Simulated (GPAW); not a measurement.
Runs of GPAW 26.7.0 on Ni. The structure is cubic, space group Fm-3m (No. 225). Conventional cell: a = 3.475 Å, b = 3.475 Å, c = 3.475 Å, α = 90.00°, β = 90.00°, γ = 90.00°. Ni (site symmetry m-3m) is surrounded by 12 Ni at 2.46 Å. 

| task | level | potentials or basis | band path | band points | moment (μB) | V0 of scaled cells (Å³/atom) | B0 (GPa) |
| --- | --- | --- | --- | --- | --- | --- | --- |
| band structure | SCAN | GPAW PAW data sets (gpaw-data 1.2.1), pw | GXWKGLUWLK,UX | 100 | (a) | - | - |
| band structure | vdW-DF | GPAW PAW data sets (gpaw-data 1.2.1), pw | GXWKGLUWLK,UX | 80 | (b) | - | - |
| equation of state | PBEsol+D3(BJ) | PAW data sets generated in the run's folder for this functional, pw | - | - | - | 10.22 | 254 |
| equation of state | PBEsol+D3 | PAW data sets generated in the run's folder for this functional, pw | - | - | - | 10.23 | 252 |

Alike in all rows: spin collinear, ferromagnetic start; cell as given; k mesh 11 × 11 × 11; cutoff (eV) 600; smearing fermi-dirac 0.05 eV.

**Question.** Fill in the values left out.

**Answer.** (a) 0.81; (b) 0.57.

Caveats: the PAW data sets were made with another functional, which shifts forces and pressure a little (some runs); the stock nickel data set gives pressures a few GPa off other programs (some runs).

Runs at the PBE level aren't shown here.
